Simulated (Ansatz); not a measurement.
# CoO (P1) in Ansatz: convergence with k mesh

Aim: find how far k mesh must go before the results for CoO settle, at PBEsol. This setting moves, with any that are tied to it; all else stays.

Program: Ansatz 0.2.0. These are calculated values, not measurements. Logs are shortened: lines on timing, memory, paths and dates and some standing lists are left out, and cuts for length are marked.

**1. The cell of the first run**

The typed cell holds 2 atoms: a = 2.998 Å, b = 2.998 Å, c = 2.998 Å, α = 119.60°, β = 119.60°, γ = 90.69°.

The cell isn't the ideal one: atoms moved at random, drawn with an rms of 0.05 Å.

**2. With k mesh 3 × 3 × 4**

Input file input.yaml:

```yaml
crystal:
  lattice:
    - [-1.508, 1.508, 2.1072475377]
    - [1.508, -1.508, 2.1072475377]
    - [1.508, 1.508, -2.1072475377]
  atoms:
    - { symbol: Co, position: [-0.00528, 0.004943, 0.015325], spin: 2.0 }
    - { symbol: O, position: [0.514629, 0.499585, 0.00496] }
hamiltonian:
  xc: pbesol
  pseudopotentials: { kind: paw }
magnetization:
  spin_polarized: true
kpoints:
  mp_grid: { grid: [3, 3, 4] }
scf:
  occupations: { method: methfessel_paxton, width: 0.1 }
output:
  forces: true
  stress: true
  eigenvalues: true
```

Potentials or basis: Ansatz PAW.

Started as:

```
$ ansatz run input.yaml --threads 2 --pin off --max-ram 5632MiB --backend cpu --events-out ev --progress --plain --runs-dir out
```

Wall time 1.1 s (2 threads of Intel Xeon 6975P-C (Granite Rapids), shared host); peak memory 0.34 GiB.

What came out:

```yaml
Free_energy: -5652.2265 eV
Pressure: -8.8 GPa
Largest_force: 0.136 eV/Å
Band_gap_on_the_k_mesh: none (metal or under the smearing width)
Net_moment: 3.00 μB per cell
Absolute_moment: 3.02 μB per cell
Site_moments: Co +2.50; O +0.36 μB
```

**3. With k mesh 4 × 4 × 5**

Edit input.yaml of step 2 so:

```diff
@@ -14,3 +14,3 @@
 kpoints:
-  mp_grid: { grid: [3, 3, 4] }
+  mp_grid: { grid: [4, 4, 5] }
 scf:
```

Potentials or basis: Ansatz PAW.

Started as:

```
$ ansatz run input.yaml --threads 2 --pin off --max-ram 5632MiB --backend cpu --events-out ev --progress --plain --runs-dir out
```

Run time: 1.7 s. Hardware: 2 threads of Intel Xeon 6975P-C (Granite Rapids), shared host; peak memory 0.36 GiB.

What came out:

```
Free energy            : -5652.2525 eV
Pressure               : -11.6 GPa
Largest force          : 0.058 eV/Å
Band gap on the k mesh : none (metal or under the smearing width)
Net moment             : 2.72 μB per cell
Absolute moment        : 2.73 μB per cell
Site moments           : Co +2.31; O +0.27 μB
```

**4. With k mesh 5 × 5 × 6**

Edit input.yaml of step 3 so:

```diff
@@ -14,3 +14,3 @@
 kpoints:
-  mp_grid: { grid: [4, 4, 5] }
+  mp_grid: { grid: [5, 5, 6] }
 scf:
```

Started as:

```
$ ansatz run input.yaml --threads 2 --pin off --max-ram 5632MiB --backend cpu --events-out ev --progress --plain --runs-dir out
```

Run time: 2.9 s. Hardware: 2 threads of Intel Xeon 6975P-C (Granite Rapids), shared host; peak memory 0.38 GiB.

What came out:

| Item | Value |
| --- | --- |
| Free energy | -5652.2458 eV |
| Pressure | -8.3 GPa |
| Largest force | 0.048 eV/Å |
| Band gap on the k mesh | none (metal or under the smearing width) |
| Net moment | 3.01 μB per cell |
| Absolute moment | 3.02 μB per cell |
| Site moments | Co +2.50; O +0.36 μB |

**5. With k mesh 6 × 6 × 7**

Edit input.yaml of step 4 so:

```diff
@@ -14,3 +14,3 @@
 kpoints:
-  mp_grid: { grid: [5, 5, 6] }
+  mp_grid: { grid: [6, 6, 7] }
 scf:
```

Started as:

```
$ ansatz run input.yaml --threads 2 --pin off --max-ram 5632MiB --backend cpu --events-out ev --progress --plain --runs-dir out
```

Wall time 4.5 s (2 threads of Intel Xeon 6975P-C (Granite Rapids), shared host); peak memory 0.42 GiB.

Results:

```yaml
Free_energy: -5652.2542 eV
Pressure: -9.2 GPa
Largest_force: 0.054 eV/Å
Band_gap_on_the_k_mesh: none (metal or under the smearing width)
Net_moment: 2.93 μB per cell
Absolute_moment: 2.94 μB per cell
Site_moments: Co +2.45; O +0.33 μB
```

**6. With k mesh 8 × 8 × 9**

Edit input.yaml of step 5 so:

```diff
@@ -14,3 +14,3 @@
 kpoints:
-  mp_grid: { grid: [6, 6, 7] }
+  mp_grid: { grid: [8, 8, 9] }
 scf:
```

Potentials or basis: Ansatz PAW.

Started as:

```
$ ansatz run input.yaml --threads 2 --pin off --max-ram 5632MiB --backend cpu --events-out ev --progress --plain --runs-dir out
```

Run time: 9.4 s. Hardware: 2 threads of Intel Xeon 6975P-C (Granite Rapids), shared host; peak memory 0.53 GiB.

The run converged. Its results:

```yaml
Free_energy: -5652.2525 eV
Pressure: -8.9 GPa
Largest_force: 0.045 eV/Å
Band_gap_on_the_k_mesh: none (metal or under the smearing width)
Net_moment: 2.96 μB per cell
Absolute_moment: 2.98 μB per cell
Site_moments: Co +2.47; O +0.34 μB
```

**7. With k mesh 10 × 10 × 11**

Edit input.yaml of step 6 so:

```diff
@@ -14,3 +14,3 @@
 kpoints:
-  mp_grid: { grid: [8, 8, 9] }
+  mp_grid: { grid: [10, 10, 11] }
 scf:
```

Started as:

```
$ ansatz run input.yaml --threads 2 --pin off --max-ram 5632MiB --backend cpu --events-out ev --progress --plain --runs-dir out
```

Wall time 18 s (2 threads of Intel Xeon 6975P-C (Granite Rapids), shared host); peak memory 0.69 GiB.

The run converged. Its results:

* Free energy: -5652.2522 eV
* Pressure: -8.6 GPa
* Largest force: 0.046 eV/Å
* Band gap on the k mesh: none (metal or under the smearing width)
* Net moment: 2.98 μB per cell
* Absolute moment: 2.99 μB per cell
* Site moments: Co +2.48; O +0.35 μB

**8. With k mesh 12 × 12 × 14**

Edit input.yaml of step 7 so:

```diff
@@ -14,3 +14,3 @@
 kpoints:
-  mp_grid: { grid: [10, 10, 11] }
+  mp_grid: { grid: [12, 12, 14] }
 scf:
```

Started as:

```
$ ansatz run input.yaml --threads 2 --pin off --max-ram 5632MiB --backend cpu --events-out ev --progress --plain --runs-dir out
```

Wall time 30 s (2 threads of Intel Xeon 6975P-C (Granite Rapids), shared host); peak memory 0.99 GiB.

It converged, with:

- Free energy: -5652.2522 eV
- Pressure: -8.6 GPa
- Largest force: 0.043 eV/Å
- Band gap on the k mesh: none (metal or under the smearing width)
- Net moment: 2.98 μB per cell
- Absolute moment: 3.00 μB per cell
- Site moments: Co +2.48; O +0.35 μB

**9. With k mesh 15 × 15 × 17**

Edit input.yaml of step 8 so:

```diff
@@ -14,3 +14,3 @@
 kpoints:
-  mp_grid: { grid: [12, 12, 14] }
+  mp_grid: { grid: [15, 15, 17] }
 scf:
```

Potentials or basis: Ansatz PAW.

Started as:

```
$ ansatz run input.yaml --threads 2 --pin off --max-ram 5632MiB --backend cpu --events-out ev --progress --plain --runs-dir out
```

It took 72 s on 2 threads of Intel Xeon 6975P-C (Granite Rapids), shared host; peak memory 1.5 GiB.

The run converged. Its results:

* Free energy: -5652.2520 eV
* Pressure: -8.6 GPa
* Largest force: 0.042 eV/Å
* Band gap on the k mesh: none (metal or under the smearing width)
* Net moment: 2.98 μB per cell
* Absolute moment: 3.00 μB per cell
* Site moments: Co +2.49; O +0.35 μB

**10. With k mesh 18 × 18 × 20**

Edit input.yaml of step 9 so:

```diff
@@ -14,3 +14,3 @@
 kpoints:
-  mp_grid: { grid: [15, 15, 17] }
+  mp_grid: { grid: [18, 18, 20] }
 scf:
```

Potentials or basis: Ansatz PAW.

Started as:

```
$ ansatz run input.yaml --threads 2 --pin off --max-ram 5632MiB --backend cpu --events-out ev --progress --plain --runs-dir out
```

Log:

```text
Warning: RAYON_NUM_THREADS=2 ignored (pool sized by the plan → 2); use --threads N
Engine: ansatz 0.2.0, x86_64-unknown-linux-gnu
Pseudopotentials: kind: paw
Pseudopotential: Co, paw, valence charge 17, recommended cutoff 420 eV (normal), Co.paw.azcp
Pseudopotential: O, paw, valence charge 6, recommended cutoff 420 eV (normal), O.paw.azcp
Functional definition: PBEsol
  exchange = pbesol_x
  correlation = pbesol_c
Crystal: 2 atoms, lattice volume = 19.168 Å³
Basis set: ecut = 420 eV, 339 PW (Γ), exchange–correlation on 48×48×48 points (8 copies of the dense FFT grid, shifted against one another)
Bands: 17, of which v1, the nominal top of the filled ones, is band 12 counted from 1 (11 counted from 0)
Symmetry: 1 space group operations
Space group: P1 (ITA 1), of the structure as read, at distance tolerance 2.7e-5 Å
Magnetic group: BNS 1.1 (UNI 1), of the structure as read, at distance tolerance 2.7e-5 Å
k-points: 3244 of 6480 (time reversal used)
Non-local potential: Co, projectors of the file, l = 0: 3, l = 1: 2, l = 2: 3, l = 3: 1
Non-local potential: O, projectors of the file, l = 0: 2, l = 1: 2, l = 2: 1
PAW form: soft (Blöchl's): semilocal exchange-correlation on the pseudo side does not see the compensation charge
PAW frozen core: Co, regenerated for the run's functional, and the local potential with it (the file was generated under x = pbe(κ = 0.804, μ = 0.2195149727645171), c = pbe(β = 0.06672455060314922))
PAW frozen core: O, regenerated for the run's functional, and the local potential with it (the file was generated under x = pbe(κ = 0.804, μ = 0.2195149727645171), c = pbe(β = 0.06672455060314922))
PAW one-centre angular grid: Co, 590 points (default); XC on 64 Gauss nodes
PAW one-centre angular grid: O, 110 points (default); XC on 64 Gauss nodes
Initial density: superposition of atomic densities (chi_scale 0.1, normalization cell, long waves kept (reshape's long-wave potential 0.00 eV rms))
Starting moments: Σ|m| = 2 μB on 1 of 2 sites
Initial wavefunctions: pseudopotential atomic-orbital guess
Functional: x = pbesol(κ = 0.804, μ = 0.12345679012345678), c = pbesol(β = 0.046)
SCF iter   1: F=—  HF=-5651.251722 eV  |F-HF|=—  |Δ(HF+E_count)|=         —  Δρ=1.10e-1 (↑1.05e-1 ↓1.10e-1)  dr2=6.44e0  dr2_m=7.84e-2  M=1.984 μB ∫|m|=1.984 μB  β_m=0.30  ethr=3.10e-3  ⟨swp⟩=5.2  Hψ=469264  notcnv=0
Mixer restart at iter 1: flushing history
preconditioner: auto → none  [metal: Δε(μ)=0.000 eV  Ē_g=13.010 eV  σ=0.100 eV  W_gap=0.00  n_scr=8 (ndim 8)  ℏωp=32.8 eV  f_vac=0.000  D(μ)=5.51/eV (n_scr^D=112)  sad-step TF]
SCF iter   2: F=—  HF=-5651.985777 eV  |F-HF|=—  |Δ(HF+E_count)|=   7.34e-1  Δρ=8.25e-2 (↑8.25e-2 ↓6.53e-2)  dr2=5.35e-1  dr2_m=8.04e-1  M=2.597 μB ∫|m|=2.597 μB  β_m=0.36  ethr=3.10e-3  ⟨swp⟩=3.2  Hψ=275647  notcnv=0  defer=4220
SCF iter   3: F=—  HF=-5652.311431 eV  |F-HF|=—  |Δ(HF+E_count)|=   3.26e-1  Δρ=9.43e-2 (↑6.96e-2 ↓9.43e-2)  dr2=1.80e-1  dr2_m=1.10e0  M=2.967 μB ∫|m|=2.970 μB  β_m=0.20  ethr=2.33e-3  ⟨swp⟩=2.1  Hψ=191127  notcnv=0  defer=3769
SCF iter   4: F=—  HF=-5651.945548 eV  |F-HF|=—  |Δ(HF+E_count)|=         —  Δρ=3.46e-2 (↑2.96e-2 ↓3.46e-2)  dr2=3.64e-1  dr2_m=7.75e-2  M=2.634 μB ∫|m|=2.638 μB  β_m=0.68  ethr=7.82e-4  ⟨swp⟩=2.2  Hψ=212183  notcnv=0  defer=3799
Mixer restart at iter 4: flushing history
SCF iter   5: F=—  HF=-5652.208301 eV  |F-HF|=—  |Δ(HF+E_count)|=   2.63e-1  Δρ=6.99e-2 (↑3.64e-2 ↓6.99e-2)  dr2=7.54e-1  dr2_m=2.93e-1  M=2.992 μB ∫|m|=3.002 μB  β_m=0.39  ethr=7.82e-4  ⟨swp⟩=3.2  Hψ=249606  notcnv=0  defer=3801  recentre
[... 9 lines left out ...]
SCF iter  13: F=—  HF=-5652.252199 eV  |F-HF|=—  |Δ(HF+E_count)|=   1.86e-4  S|Δr|=    0.00e0  Δρ=2.67e-3 (↑9.98e-4 ↓2.67e-3)  dr2=1.44e-3  dr2_m=2.81e-4  M=2.987 μB ∫|m|=3.004 μB  β_m=0.52  ethr=6.92e-8  ⟨swp⟩=3.1  Hψ=205025  notcnv=0  defer=3846  recentre
SCF iter  14: F=—  HF=-5652.251965 eV  |F-HF|=—  |Δ(HF+E_count)|=   2.34e-4  S|Δr|=    0.00e0  Δρ=1.82e-4 (↑1.15e-4 ↓1.82e-4)  dr2=9.11e-6  dr2_m=1.35e-6  M=2.981 μB ∫|m|=2.998 μB  β_m=0.56  ethr=6.92e-8  ⟨swp⟩=2.4  Hψ=188101  notcnv=0  defer=3846
SCF iter  15: F=—  HF=-5652.251964 eV  |F-HF|=—  |Δ(HF+E_count)|=   5.94e-7  S|Δr|=    0.00e0  Δρ=4.32e-5 (↑3.61e-5 ↓4.32e-5)  dr2=2.87e-7  dr2_m=1.56e-7  M=2.982 μB ∫|m|=2.999 μB  β_m=0.63  ethr=3.96e-8  ⟨swp⟩=1.2  Hψ=114719  notcnv=0  defer=3846
SCF iter  16: F=—  HF=-5652.251964 eV  |F-HF|=—  |Δ(HF+E_count)|=   5.18e-8  S|Δr|=    0.00e0  Δρ=2.63e-5 (↑2.08e-5 ↓2.63e-5)  dr2=4.70e-8  dr2_m=8.60e-8  M=2.983 μB ∫|m|=3.000 μB  β_m=0.64  ethr=4.35e-10  ⟨swp⟩=7.0  Hψ=494526  notcnv=0
SCF iter  17: F=-5652.251964 eV  HF=-5652.251964 eV  |F-HF|=6.91e-10  |Δ(HF+E_count)|=  2.25e-10  S|Δr|=    0.00e0  Δρ=3.71e-6 (↑1.37e-6 ↓3.71e-6)  dr2=4.08e-10  dr2_m=8.16e-10  M=2.983 μB ∫|m|=3.000 μB  ethr=2.04e-10  ⟨swp⟩=3.0  Hψ=275132  notcnv=0
SCF 1 converged in 17 iterations: F = -5652.251964 eV  dr2 = 4.08e-10
this state was not tested for a lower state beside it, because cold or Methfessel-Paxton smearing, or corrected tetrahedra, fill the levels in a way that the test cannot read (fill_not_monotonic; see scf.lower_state_search)
SCF converged after 17 iterations
Magnetization: 2.9825 μB (12.9913 up, 10.0087 down)
Absolute magnetization: 2.9997 μB (∫|ρ↑−ρ↓|, with the PAW one-centre terms)
Spin contamination: 0.0072 ħ² per cell (⟨S²⟩ above its minimum at these occupations)
Per-site moments (μB) at R_I (Å): [(2.4869947611245897, 0.8479220715755522), (0.34931515271408664, 0.8479220715755522)]
Free energy (F): -5652.251964 eV
Harris-Foulkes:  -5652.251964 eV  (|F-HF|=6.91e-10)
Internal energy: -5652.253749 eV  (E = F + TS)
E sigma→0 (E₀):  -5652.252410 eV
Entropy (-TS):   0.001784 eV (0.892 meV/atom)
Fermi energy:    13.977211 eV
--- Per-component energies (eV) ---
  E_band       = -304.036227
  E_kinetic    = 616.923299
  E_local      = -3421.440336  (includes V_loc(G=0)·N_el)
  E_nonlocal   = 515.634584
  E_hartree    = 1401.833651
  E_xc         = -226.240533
  E_vxc        = -292.263497  (∫ρ·V_xc dr)
  E_paw        = -1638.196143  (= ΣΔE_a)
  E_vpaw       = -526.559995  (= ΣTr[D̂ρ^β])
  E_aug_tail   = 0.002454  (compensation charges beyond the density's cutoff)
  E_ewald      = -2900.994431
  E_core_change = 0.223707  (= ΣΔE_core)
  E_smearing   = 0.001784  (= −TS)
  E_closure    = -0.000000  (closes the sum)
  Σ components = -5652.251964   (vs F -5652.251964, Δ=0.00e0)
--- Forces (eV/Å), atoms counted from 1 ---
  atom   1  Co     0.01120504    -0.00014660     0.04029885
  atom   2  O     -0.01120567     0.00014689    -0.04029831
  max |Σ_I F_I| component: 6.27e-7 eV/Å
--- Stress (GPa, compression-positive) ---
       -8.962767      -0.356566       0.324421
       -0.356566      -8.733951      -0.136710
        0.324437      -0.136713      -7.953783
  P = ⅓ Tr σ = -8.5502 GPa (-85.502 kbar)
--- Band table (eV; the first three rows and the last of 6488) ---
  k-point 0 ↑: bands = ["-82.6864", "-46.1207", "-46.0693", "-46.0631", "-6.4087", "10.2041", "10.2558", "10.3631", "10.6888", "10.7734", "11.0585", "11.0776", "11.1020", "14.7508", "30.3846", "31.7612", "31.7901"]
  k-point 1 ↑: bands = ["-82.6863", "-46.1211", "-46.0702", "-46.0634", "-6.3732", "9.7257", "10.1219", "10.3030", "10.7144", "10.7697", "11.0088", "11.2173", "11.4916", "15.0091", "29.7036", "31.4185", "31.4947"]
  k-point 2 ↑: bands = ["-82.6860", "-46.1222", "-46.0728", "-46.0644", "-6.2707", "8.9537", "9.9302", "10.0389", "10.6870", "10.7346", "11.2693", "11.4578", "11.8379", "15.7025", "28.7428", "30.7997", "30.8914"]
  k-point 3243 ↓: bands = ["-79.6268", "-43.1522", "-43.1075", "-43.1050", "-4.4441", "7.3633", "9.9177", "9.9450", "11.7088", "14.1392", "14.1425", "14.3663", "14.8009", "20.4282", "24.2122", "25.9981", "30.0636"]
```

It took 1.7 min on 2 threads of Intel Xeon 6975P-C (Granite Rapids), shared host; peak memory 2.4 GiB.

What came out:

```yaml
Free_energy: -5652.2520 eV
Pressure: -8.6 GPa
Largest_force: 0.042 eV/Å
Band_gap_on_the_k_mesh: none (metal or under the smearing width)
Net_moment: 2.98 μB per cell
Absolute_moment: 3.00 μB per cell
Site_moments: Co +2.49; O +0.35 μB
```

**11. Summary**

```
      k mesh  energy less the tightest run, at zero smearing (meV/atom)  pressure (GPa)  largest force (eV/Å)  absolute moment (μB)  SCF cycles  CPU time (s)  peak memory (GiB)
   3 × 3 × 4                                                      12.93           -8.82                 0.136                  3.02          16           1.9               0.34
   4 × 4 × 5                                                       0.00          -11.60                 0.058                  2.73          17             3               0.36
   5 × 5 × 6                                                       3.04           -8.31                 0.048                  3.02          16           5.4               0.38
   6 × 6 × 7                                                      -0.90           -9.21                 0.054                  2.94          17           8.5               0.42
   8 × 8 × 9                                                      -0.21           -8.85                 0.045                  2.98          16            18               0.53
10 × 10 × 11                                                      -0.11           -8.63                 0.046                  2.99          16            33               0.69
12 × 12 × 14                                                      -0.07           -8.60                 0.043                  3.00          16            56               0.99
15 × 15 × 17                                                      -0.02           -8.56                 0.042                  3.00          20           140                1.5
18 × 18 × 20                                                       0.00           -8.55                 0.042                  3.00          17           190                2.4
```

Against the tightest run, the energy stays within 1 meV/atom from 6 × 6 × 7 on; the pressure stays within 0.1 GPa from 10 × 10 × 11 on; the largest force stays within 0.005 eV/Å from 8 × 8 × 9 on; the absolute moment stays within 0.02 μB from 10 × 10 × 11 on. Meshes of other sizes hit other points, so gaps and Fermi surfaces needn't settle smoothly. The tightest run that finished is the yardstick and may itself not be fully converged.

Caveats: a cell with one magnetic atom can't hold antiferromagnetic order, which such compounds often take; semilocal functionals often make such compounds metallic where correlation or magnetic order opens a gap, which also shifts bond lengths; the PAW data sets come from PBE, with cores solved anew for the run's functional, which leaves a small shift of forces and pressure.
